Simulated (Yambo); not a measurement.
# TePb (Fm-3m) in Yambo: a series of runs

The runs below take TePb through G0W0 quasiparticle levels, optical spectrum, optical spectrum by the Bethe-Salpeter equation, with PBE.

Everything below comes from runs of Yambo 5.3.0. Logs are shortened: lines on timing, memory, paths and dates and some standing lists are left out, and cuts for length are marked.

**1. The undisturbed crystal**

Symmetry: Fm-3m, No. 225, cubic system. The conventional cell has a = 6.462 Å, b = 6.462 Å, c = 6.462 Å, α = 90.00°, β = 90.00°, γ = 90.00°. Around Pb (site symmetry m-3m) lie 6 Te at 3.23 Å. Te (site symmetry m-3m) has 6 Pb at 3.23 Å as nearest neighbours.

**2. G0W0 quasiparticle levels, PBE (cell stretched)**

File g0w00.in:

```
gw0
dyson
el_el_corr
rim_cut
HF_and_locXC
ppa
em1d
RandQpts= 1000000
RandGvec= 50 RL
EXXRLvcs= 80 Ry
VXCRLvcs= 80 Ry
Chimod= "HARTREE"
% BndsRnXp
 1 | 115 |
%
NGsBlkXp= 6 Ry
% LongDrXp
 1 | 1 | 1 |
%
PPAPntXp= 27.21138 eV
% GbndRnge
 1 | 115 |
%
GTermKind= "BG"
DysSolver= "n"
ExtendOut
% QPkrange
 1 | 1 | 14 | 17 |
 3 | 3 | 14 | 17 |
%
```

File scf.in:

```
&CONTROL
  calculation = 'scf'
  prefix = 'pwscf'
  outdir = './tmp'
  pseudo_dir = './pseudo'
/
&SYSTEM
  ibrav = 0
  nat = 2
  ntyp = 2
  ecutwfc = 80
  nbnd = 22
  occupations = 'smearing'
  smearing = 'fd'
  degauss = 0.00367493
  force_symmorphic = .true.
/
&ELECTRONS
  conv_thr = 4d-10
  electron_maxstep = 120
  mixing_beta = 0.5
/
ATOMIC_SPECIES
Pb   207.2000 Pb.upf
Te   127.6000 Te.upf
CELL_PARAMETERS angstrom
   0.0000000000    3.3149593702    3.3149593702
   3.3149593702    0.0000000000    3.3149593702
   3.3149593702    3.3149593702    0.0000000000
ATOMIC_POSITIONS crystal
Pb     0.0000000000    0.0000000000    0.0000000000
Te     0.5000000000    0.5000000000    0.5000000000
K_POINTS automatic
8 8 8 0 0 0
```

File nscf.in:

```
&CONTROL
  calculation = 'nscf'
  prefix = 'pwscf'
  outdir = './tmp'
  pseudo_dir = './pseudo'
/
&SYSTEM
  ibrav = 0
  nat = 2
  ntyp = 2
  ecutwfc = 80
  nbnd = 115
  occupations = 'fixed'
  force_symmorphic = .true.
/
&ELECTRONS
  conv_thr = 1d-08
  diago_full_acc = .true.
  diago_thr_init = 1d-06
/
ATOMIC_SPECIES
Pb   207.2000 Pb.upf
Te   127.6000 Te.upf
CELL_PARAMETERS angstrom
   0.0000000000    3.3149593702    3.3149593702
   3.3149593702    0.0000000000    3.3149593702
   3.3149593702    3.3149593702    0.0000000000
ATOMIC_POSITIONS crystal
Pb     0.0000000000    0.0000000000    0.0000000000
Te     0.5000000000    0.5000000000    0.5000000000
K_POINTS automatic
4 4 4 0 0 0
```

Potentials or basis: PseudoDojo 0.4.1 SR PBE standard.

Launch:

```
> OMP_NUM_THREADS=1 pw.x -in scf.in > scf.out
> OMP_NUM_THREADS=1 pw.x -in nscf.in > nscf.out
> cd tmp/pwscf.save; p2y; mv SAVE ../..; cd ../..
> OMP_NUM_THREADS=1 yambo
> OMP_NUM_THREADS=1 yambo -F g0w00.in -J g0w00 -C g0w00_out
```

Yambo's report:

```text
[... sections 02.01 to 02.04 as in the set-up run ...]

  [02.05] Energies & Occupations
  ==============================

  [X] === General ===
  [X] Electronic Temperature                        :  0.000000  0.000000 [eV K]
  [X] Bosonic    Temperature                        :  0.000000  0.000000 [eV K]
  [X] Finite Temperature mode                       : no
  [X] El. density                                   :  0.41177E+24 [cm-3]
  [X] Fermi Level                                   :  7.818866 [eV]

  [X] === Gaps and Widths ===
  [X] Conduction Band Min                           :  0.879481 [eV]
  [X] Valence Band Max                              :  0.000000 [eV]
  [X] Filled Bands                                  :  15
  [X] Empty Bands                                   :   16  115
  [X] Direct Gap                                    :  0.879481 [eV]
  [X] Direct Gap localized at k                     :  3
  [X] Indirect Gap                                  :  0.879481 [eV]
  [X] Indirect Gap between kpts                     :  3  3
  [X] Last valence band width                       :  2.359781 [eV]
  [X] 1st conduction band width                     :  3.128334 [eV]

 [03] Transferred momenta grid and indexing
 ==========================================

 IBZ Q-points                                      :   8
 BZ  Q-points                                      :   64

 K/Q-points units:
 rlu = crystal or reduced units; cc = cartesian coordinates; iku = interal k-units

 Q [1]          [rlu]:  0.000000  0.000000  0.000000
 Q [2]          [rlu]: -0.62328E-17 -0.62328E-17  0.25000
 Q [3]          [rlu]:  0.12466E-16  0.12466E-16 -0.50000
 Q [4]          [rlu]:  0.58591E-18  0.25000      0.25000
 Q [5]          [rlu]:  0.72293E-17  0.25000      0.50000
 Q [6]          [rlu]:  0.12466E-16  0.25000     -0.25000
 Q [7]          [rlu]: -0.11718E-17 -0.50000     -0.50000
 Q [8]          [rlu]:  0.250000 -0.500000 -0.250000

 [04] Coloumb potential Random Integration (RIM)
 ===============================================

  [04.01] RIM initialization
  ==========================

  * Diagonal components only detected *

  8 x (sBL volume)        :  0.063065 [a.u.]
  sBZ random points       :  1000000
  Points outside the sBZ  :   7968281
  RL volume               :  0.504520 [a.u.]
  Integrated volume       :  0.506528 [a.u.]

  [04.02] RIM integrals
  =====================

  Gamma point sphere radius             :  0.072202 [a.u.]
  Points outside the sphere             :   800476
  [Int_sBZ(q=0) 1/q^2]*(Vol_sBZ)^(-1/3) =:  7.776341
                                 should be <:  7.795600
  [WR./g0w00//ndb.RIM]------------------------------------------------------------
   Brillouin Zone Q/K grids (IBZ/BZ)                :    8   64    8   64
   Coulomb cutoff potential                         : none
   Coulombian RL components                         :   51
   Coulombian diagonal components                   : yes
   RIM random points                                :  1000000
   RIM  RL volume             [a.u.]                :  0.506528
   Real RL volume             [a.u.]                :  0.504520
   Eps^-1 reference component                       : 0
   Eps^-1 components                                :  0.000000  0.000000  0.000000
   RIM anysotropy factor                            :  0.000000

  Summary of Coulomb integrals for non-metallic bands |Q|[au] RIM/Bare

  Q [1] 0.100000E-4 0.997530 * Q [2] 0.217157 1.070250
  Q [4] 0.250751 1.068537 * Q [6] 0.354616 1.029264
  Q [5] 0.415824 1.023645 * Q [3] 0.434314 1.020007
  Q [7] 0.501502 1.016961 * Q [8] 0.560696 1.014089

 [05] Dipoles
 ============

  [05.01] Setup: observables and procedures
  =========================================
[... 48 lines left out ...]
 [WR./g0w00//ndb.pp_fragment_1]--------------------------------------------------
  PPA Im  energy                                   :  27.21138 eV
 [X-CG] R(p) Tot o/o(of R):   13214   96000     100
 [WR./g0w00//ndb.pp_fragment_2]--------------------------------------------------
  PPA Im  energy                                   :  27.21138 eV
 [X-CG] R(p) Tot o/o(of R):    9227   96000     100
 [X-CG] R(p) Tot o/o(of R):   12311   96000     100
 [X-CG] R(p) Tot o/o(of R):   15518   96000     100
 [X-CG] R(p) Tot o/o(of R):   12598   96000     100
 [X-CG] R(p) Tot o/o(of R):    9402   96000     100
 [X-CG] R(p) Tot o/o(of R):   11893   96000     100

 [07] Local Exchange-Correlation + Non-Local Fock
 ================================================

 [VXC] Plane waves :   5985
 [EXS] Plane waves :   5985

 QP @ state[ 1 ] K range:  1  1
 QP @ state[ 1 ] b range:  14  17
 QP @ state[ 2 ] K range:  3  3
 QP @ state[ 2 ] b range:  14  17

 [xc] Functional : Perdew, Burke & Ernzerhof(X)+Perdew, Burke & Ernzerhof(C)
 [xc] LIBXC used to calculate xc functional
  PP Number of Atomic Species                      :  2
  NLCC RL compoments                               :   47591
  PP Number of Atomic Species                      :  2
  NLCC RL compoments                               :   47591
 [WR./g0w00//ndb.HF_and_locXC]---------------------------------------------------
  Brillouin Zone Q/K grids (IBZ/BZ)                :    8   64    8   64
  RL vectors                                       :   7119 [WF]
  Fragmentation                                    : no
  Electronic Temperature                           :  0.000000 [K]
  Bosonic    Temperature                           :  0.000000 [K]
  Green`s function   wavefunctions                 : Perdew, Burke & Ernzerhof(X)+Perdew, Burke & Ernzerhof(C)
  Total number of QP states                        :   8
  Exchange RL vectors                              :   5985
  Exchange summation bands                         :  15
  RIM RL components                                :   51
  RIM random points                                :  1000000

 [xc] E_xc :  -17.26217 [Ha]
      E_xc :  -34.52434 [Ry]

  Local XC kind (lXC) : Perdew, Burke & Ernzerhof(X)+Perdew, Burke & Ernzerhof(C)
  Non-Local XC kind (nlXC) : Hartree-Fock

  Corrections @ K [1] :  [eV]
 <14|nlXC|14> = -14.23534 -0.10447E-16 <14|lXC|14> = -11.23990  0.14161E-15
 <15|nlXC|15> = -14.23532  0.17404E-17 <15|lXC|15> = -11.23990 -0.94408E-16
 <16|nlXC|16> = -7.313540 -0.17308E-17 <16|lXC|16> = -10.55356 -0.47204E-16
 <17|nlXC|17> = -7.313537  0.51403E-18 <17|lXC|17> = -10.55356  0.47204E-16

  Corrections @ K [3] :  [eV]
 <14|nlXC|14> = -14.16181 -0.27979E-17 <14|lXC|14> = -11.50121  0.47204E-16
 <15|nlXC|15> = -13.66304  0.70643E-18 <15|lXC|15> = -11.87137 -0.18882E-15
 <16|nlXC|16> = -7.064690 -0.16709E-17 <16|lXC|16> = -9.511432 -0.47204E-16
 <17|nlXC|17> = -7.412121  0.28385E-19 <17|lXC|17> = -9.692218  0.000000

 [08] Dyson equation: Newton solver
 ==================================

 [WARNING] Response block size in GW reduced to 137     RL (3018    mHa)

  [08.01] G0W0 (W PPA)
  ====================

  [  GW  ] Bands range     :    1  115
  [GW/PPA] G damping       :  0.100000 [eV]

  QP @ state[ 1 ] K range:  1  1
  QP @ state[ 1 ] b range:  14  17
  QP @ state[ 2 ] K range:  3  3
  QP @ state[ 2 ] b range:  14  17
[... 19 lines left out ...]
   :: Time ordering fails/rest    :  0.497397
   :: Mean rel dev of PP cond     :  0.314126
   Current Q-pt index             :   6
   :: PP condition fails/total    :  0.314881
   :: Time ordering fails/rest    :  0.499106
   :: Mean rel dev of PP cond     :  0.314771
   Current Q-pt index             :   7
   :: PP condition fails/total    :  0.312963
   :: Time ordering fails/rest    :  0.495308
   :: Mean rel dev of PP cond     :  0.312871
   Current Q-pt index             :   8
   :: PP condition fails/total    :  0.314348
   :: Time ordering fails/rest    :  0.502603
   :: Mean rel dev of PP cond     :  0.314261

  [08.02] QP properties and I/O
  =============================

  Legend (energies in eV)
  - B  : Band       - Eo  : bare energy
  - E  : QP energy  - Z   : Renormalization factor
  - So : Sc(Eo)     - S   : Sc(E)
  - dSp: Sc derivative precision

  - lXC: Local XC (Perdew, Burke & Ernzerhof(X)+Perdew, Burke & Ernzerhof(C))
  -nlXC: non-Local XC (Hartree-Fock)

  QP [eV] @ K [1] (iku):  0.000000  0.000000  0.000000
   B=14 Eo= -1.05 E= -2.06 E-Eo= -1.01 Re(Z)=0.78 Im(Z)=-0.168540E-2 nlXC= -14.2353 lXC= -11.2399 So=  1.70306
   B=15 Eo= -1.05 E= -2.06 E-Eo= -1.01 Re(Z)=0.78 Im(Z)=-0.169099E-2 nlXC= -14.2353 lXC= -11.2399 So=  1.69912
   B=16 Eo=  4.01 E=  3.48 E-Eo= -0.53 Re(Z)=0.78 Im(Z)=-0.103336E-2 nlXC= -7.31354 lXC= -10.5536 So= -3.91412
   B=17 Eo=  4.01 E=  3.48 E-Eo= -0.53 Re(Z)=0.78 Im(Z)=-0.103061E-2 nlXC= -7.31354 lXC= -10.5536 So= -3.91502

  QP [eV] @ K [3] (iku): -0.250000 -0.250000  0.250000
   B=14 Eo= -0.65 E= -1.57 E-Eo= -0.93 Re(Z)=0.78 Im(Z)=-0.156137E-2 nlXC= -14.1618 lXC= -11.5012 So=  1.48028
   B=15 Eo=  0.00 E= -0.83 E-Eo= -0.83 Re(Z)=0.79 Im(Z)=-0.148728E-2 nlXC= -13.6630 lXC= -11.8714 So= 0.749488
   B=16 Eo=  0.88 E=  0.45 E-Eo= -0.43 Re(Z)=0.80 Im(Z)=-0.145840E-2 nlXC= -7.06469 lXC= -9.51143 So= -2.98290
   B=17 Eo=  1.46 E=  0.94 E-Eo= -0.51 Re(Z)=0.80 Im(Z)=-0.146700E-2 nlXC= -7.41212 lXC= -9.69222 So= -2.92079

  [WR./g0w00//ndb.QP]-------------------------------------------------------------
   Lattice constants                                :  6.264365  6.264365  6.264365
   Coulomb cutoff potential                         : none
   Electronic Temperature                           :  0.000000 [K]
   Bosonic    Temperature                           :  0.000000 [K]
   Green`s function   energies                      : Perdew, Burke & Ernzerhof(X)+Perdew, Burke & Ernzerhof(C)
   wavefunctions                                    : Perdew, Burke & Ernzerhof(X)+Perdew, Burke & Ernzerhof(C)
   PPA    diel. fun.  energies                      : Perdew, Burke & Ernzerhof(X)+Perdew, Burke & Ernzerhof(C)
   wavefunctions                                    : Perdew, Burke & Ernzerhof(X)+Perdew, Burke & Ernzerhof(C)
   QP tot states                                    :   8
   GW solver                                        : Newton
   GW approximation                                 : PPA
   PPA imaginary Energy                             :  27.21138 ev
   RIM G`s                                          :   51
   RIM random pts                                   :  1000000
   dS/dw steps                                      :  2
   dS/dw step                                       :  0.100000 ev
   X G`s                                            :  137 used
   X G`s                                            :  137 disk
   X bands                                          :    1  115
   X poles                                          :  100.0000 o/o
   X e/h E range                                    : -1.000000 -1.000000 ev
   X Hxc Kernel                                     : HARTREE
   X BZ energy Double Grid                          : no
   X Optical Averaged directions                    : none
   Sc/G bands                                       :    1  115
   Sc/G damping                                     :  0.100000 ev
   Sc bands terminator                              : yes
   Sc terminator kind                               : BG
   Sc Terminator pole                               :  40.81708
   Sx RL components                                 :   5985

   QP @ state[ 1 ] K range                          :  1  1
   QP @ state[ 1 ] b range                          :  14  17
   QP @ state[ 2 ] K range                          :  3  3
   QP @ state[ 2 ] b range                          :  14  17
   GF energies kind                                 : Perdew, Burke & Ernzerhof(X)+Perdew, Burke & Ernzerhof(C)
   GF WF`s kind                                     : Perdew, Burke & Ernzerhof(X)+Perdew, Burke & Ernzerhof(C)
   Xs energies kind                                 : Perdew, Burke & Ernzerhof(X)+Perdew, Burke & Ernzerhof(C)
   Xs WF`s kind                                     : Perdew, Burke & Ernzerhof(X)+Perdew, Burke & Ernzerhof(C)
```

It took 7.6 min on 1 thread of Arm Neoverse V2, shared host; peak memory 0.54 GiB.

Results:

| Quantity | Value |
| --- | --- |
| Band gap on the k mesh, mean-field level | 0.88 eV, direct |
| Quasiparticle gap | 1.28 eV |
| Least direct quasiparticle gap | 1.28 eV |
| Quasiparticle gap at Γ | 5.54 eV |
| Band gap of the same states before the correction | 0.88 eV |

Quasiparticle terms (eV):
```
               k point  band  Kohn-Sham level     Vxc      Σx     Σc     Z  result
 (0.000, 0.000, 0.000)    14            -1.05  -11.24  -14.24   1.70  0.78   -2.06
 (0.000, 0.000, 0.000)    15            -1.05  -11.24  -14.24   1.70  0.78   -2.06
 (0.000, 0.000, 0.000)    16             4.01  -10.55   -7.31  -3.91  0.78    3.48
 (0.000, 0.000, 0.000)    17             4.01  -10.55   -7.31  -3.92  0.78    3.48
(0.000, 0.000, -0.500)    14            -0.65  -11.50  -14.16   1.48  0.78   -1.57
(0.000, 0.000, -0.500)    15             0.00  -11.87  -13.66   0.75  0.79   -0.83
(0.000, 0.000, -0.500)    16             0.88   -9.51   -7.06  -2.98  0.80    0.45
(0.000, 0.000, -0.500)    17             1.46   -9.69   -7.41  -2.92  0.80    0.94
```

Caveat: the potentials hold a filled d shell without the s and p states of that shell, which can shift GW gaps by tenths of an eV, either way; this version prints the column dSc/dw multiplied by 27.2; the terminator is approximate in this version, by hundredths of an eV; spin-orbit coupling is left out, which as a rule narrows the gap of such compounds by several tenths of an eV.

(Continued in part 2 of 2.)
